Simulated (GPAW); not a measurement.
# TiSi2 (Fddd) in GPAW: settings compared, part 2 of 2

GPAW 26.7.0.

## (3) Relaxation of cell and atoms, revPBE

The input, run.py:

```python
from ase import Atoms
from ase.filters import FrechetCellFilter
from ase.io import write
from ase.optimize import BFGS
from gpaw import GPAW, PW

atoms = Atoms(['Ti', 'Ti', 'Si', 'Si', 'Si', 'Si'],
              cell=[[0.0, 4.1175163063, 4.2628978354],
                    [2.3895119538, 0.0, 4.2628978354],
                    [2.3895119538, 4.1175163063, 0.0]],
              scaled_positions=[[0.75, 0.75, 0.75],
                                [0.5, 0.5, 0.5],
                                [0.41256561, 0.08743439, 0.41256561],
                                [0.08743439, 0.41256561, 0.08743439],
                                [0.16256561, 0.83743439, 0.16256561],
                                [0.83743439, 0.16256561, 0.83743439]],
              pbc=True)

calc = GPAW(mode=PW(600),
            xc='revPBE',
            kpts={'size': (5, 5, 5), 'gamma': True},
            occupations={'name': 'fermi-dirac', 'width': 0.05},
            nbands=38,
            convergence={'density': 1e-05, 'forces': 0.0001},
            maxiter=150,
            txt='gpaw.txt')
atoms.calc = calc
opt = BFGS(FrechetCellFilter(atoms), trajectory='relax.traj', logfile='-')
done = opt.run(fmax=0.02, steps=60)
calc.write('gs.gpw')
write('result.traj', atoms)
print('Converged:', done)
print('Cell:', atoms.cell.cellpar().round(4))
print('Volume:', round(atoms.get_volume(), 4))
print(atoms.get_scaled_positions().round(5))
```

Potentials or basis: the program's PAW data sets (release 1.2.1) made for this functional, pw.

Run with:

```sh
OMP_NUM_THREADS=1 python run.py
```

gpaw.txt:

```text
__  _  _
 | _ |_)|_||  |
 |__||  | ||/\| - 26.7.0

Input parameters:
  mode=PW(ecut=600.0),
  convergence={'density': 1e-05, 'forces': 0.0001},
  kpts=MonkhorstPack(size=(5, 5, 5), gamma=True),
  maxiter=150,
  nbands=38,
  occupations=Occupations(name='fermi-dirac', width=0.05),
  xc=XC(name='revPBE')

Diagonalizing LCAO Hamiltonian
Converting LCAO to pw mode

                Ti

              Si

            Ti
           Si
[... 4 lines left out ...]
Atoms  # Å, Bohr magnetons
|   | symbol |        x |        y |        z |    initial magnetic moments |
|---|--------|----------|----------|----------|-----------------------------|
| 0 |     Ti | 3.584268 | 6.176274 | 6.394347 | ( 0.0000,  0.0000,  0.0000) |
| 1 |     Ti | 2.389512 | 4.117516 | 4.262898 | ( 0.0000,  0.0000,  0.0000) |
| 2 |     Si | 1.194756 | 3.397491 | 2.131449 | ( 0.0000,  0.0000,  0.0000) |
| 3 |     Si | 1.194756 | 0.720025 | 2.131449 | ( 0.0000,  0.0000,  0.0000) |
| 4 |     Si | 2.389512 | 1.338733 | 4.262898 | ( 0.0000,  0.0000,  0.0000) |
| 5 |     Si | 2.389512 | 6.896300 | 4.262898 | ( 0.0000,  0.0000,  0.0000) |

Unit cell  # Å
| periodic |        x |        y |        z |  lengths |    angles |
|----------|----------|----------|----------|----------|-----------|
|      yes | 0.000000 | 4.117516 | 4.262898 | 5.926739 | 75.793109 |
[... 1479 lines left out ...]
| 4 |     Si | 2.408614 | 1.336172 | 4.323127 | ( 0.0000,  0.0000,  0.0000) |
| 5 |     Si | 2.408614 | 6.960578 | 4.323127 | ( 0.0000,  0.0000,  0.0000) |

Unit cell  # Å
| periodic |        x |         y |         z |  lengths |    angles |
|----------|----------|-----------|-----------|----------|-----------|
|      yes | 0.000000 |  4.148375 |  4.323127 | 5.991531 | 75.854653 |
|      yes | 2.408614 | -0.000000 |  4.323127 | 4.948823 | 53.218561 |
|      yes | 2.408614 |  4.148375 | -0.000000 | 4.796920 | 50.926786 |

Number of symmetries: 4
Symmetry operations  # r_c * U_cc + t_c -> r_c
|   | kind |            matrix            |
|---|------|------------------------------|
| 0 |  E   |  1, 0, 0,  0, 1, 0,  0, 0, 1 |
| 1 |  C2  |  0, 1,-1,  1, 0,-1,  0, 0,-1 |
| 2 |  C2  |  0,-1, 1,  0,-1, 0,  1,-1, 0 |
| 3 |  C2  | -1, 0, 0, -1, 0, 1, -1, 1, 0 |
[... 381 lines left out ...]
SCF iterations
|iter     | |      energy | eigst |  dens |force |
|---------|-|-------------|-------|-------|------|
|iter:   1| |  -36.374306 | -4.10 |       |      |
|iter:   2| |  -36.374272 | -6.37 | -3.22 |      |
|iter:   3| |  -36.374203c| -5.99 | -3.29 |      |
|iter:   4| |  -36.374198c| -6.86 | -3.69 |      |
|iter:   5| |  -36.374194c| -7.36 | -4.03 |      |
|iter:   6| |  -36.374195c| -7.63c| -4.56 |      |
|iter:   7| |  -36.374195c| -7.77c| -5.11c|      |
|iter:   8| |  -36.374195c| -8.20c| -4.94 |      |
|iter:   9| |  -36.374195c| -8.85c| -5.57c|-3.93 |
|iter:  10| |  -36.374195c| -9.46c| -6.29c|-4.90c|

Converged in 10 steps
Energy contributions relative to reference atoms: (reference = -78010.240432)

Energy contributions:
  Kinetic:          33.364247
  Coulomb:         -27.174602
  Zero:             -0.062503
  External:          0.000000
  Xc:              -42.490812
  Entropy:          -0.021049
  Spinorbit:         0.000000
  ----------------------------
  Free energy:     -36.384719
  Extrapolated:    -36.374195
[... 28 lines left out ...]
No gap
No difference between direct/indirect transitions

Stress tensor  # eV/Ang^3
|        x |         y |         z |
|----------|-----------|-----------|
| 0.000863 |  0.000000 |  0.000000 |
| 0.000000 | -0.000181 |  0.000000 |
| 0.000000 |  0.000000 | -0.000154 |

Forces  # eV/Ang
|        x |        y |        z |
|----------|----------|----------|
| -0.00000 | -0.00000 | -0.00000 |  # Ti   0
|  0.00000 |  0.00000 |  0.00000 |  # Ti   1
|  0.00000 |  0.00451 | -0.00000 |  # Si   2
|  0.00000 | -0.00451 | -0.00000 |  # Si   3
|  0.00000 |  0.00451 |  0.00000 |  # Si   4
| -0.00000 | -0.00451 |  0.00000 |  # Si   5

# Writing to gs.gpw (mode='')
```

It took 13 min on 1 thread of Arm Neoverse V1, shared host; peak memory 0.38 GiB.

What came out:

```yaml
Free_energy: -36.3847 eV
Relaxed_volume: 14.39 Å³/atom
Relaxed_cell: a = 5.991 Å, b = 4.948 Å, c = 4.797 Å, α = 75.86°, β = 53.21°, γ = 50.93°
Space_group_after_relaxing_to_0.05_Å: Fddd (No. 70)
Energy_gained_by_relaxing: 7.1 meV/atom
Ionic_steps: 8
Pressure_after_relaxing: 0.0 GPa
Largest_force_after_relaxing: 0.005 eV/Å
Band_gap_on_the_k_mesh: none (metal or under the smearing width)
```

Forces on the atoms (eV/Å):
```
Ti   0.000  0.000  0.000
Ti   0.000  0.000  0.000
Si   0.000  0.005  0.000
Si   0.000 -0.005  0.000
Si   0.000  0.005  0.000
Si   0.000 -0.005  0.000
```

Stress tensor (GPa, compression positive):
```
-0.14  0.00  0.00
 0.00  0.03  0.00
 0.00  0.00  0.02
```

The path:
| step | energy change (eV) | largest force (eV/Å) | pressure (GPa) | volume (Å³) |
| --- | --- | --- | --- | --- |
| 1 | 0.0000 | 0.0457 | 4.39 | 83.88 |
| 2 | -0.0072 | 0.0438 | 3.94 | 84.11 |
| 3 | -0.0415 | 0.0278 | 0.12 | 86.23 |
| 4 | -0.0418 | 0.0250 | -0.02 | 86.32 |
| 5 | -0.0420 | 0.0203 | -0.10 | 86.37 |
| 6 | -0.0424 | 0.0084 | -0.16 | 86.41 |
| 7 | -0.0425 | 0.0014 | -0.11 | 86.39 |
| 8 | -0.0425 | 0.0045 | -0.03 | 86.35 |

Final structure:
```
Ti Si
1.0
     0.00000    4.14838    4.32218
     2.40788    0.00000    4.32218
     2.40788    4.14838    0.00000
Ti Si
2 4
Direct
  0.75000 0.75000 0.75000
  0.50000 0.50000 0.50000
  0.41099 0.08901 0.41099
  0.08901 0.41099 0.08901
  0.16099 0.83901 0.16099
  0.83901 0.16099 0.83901
```

Levels at points of the mesh, in eV from the Fermi level:
| k point | band 18 | band 19 | band 20 | band 21 | band 22 | band 23 |
| --- | --- | --- | --- | --- | --- | --- |
| (0.00, 0.00, 0.00) | -2.01 | -1.71 | -1.21 | -0.83 | 2.08 | 3.10 |

Caveat: later steps reuse the first step's grids.
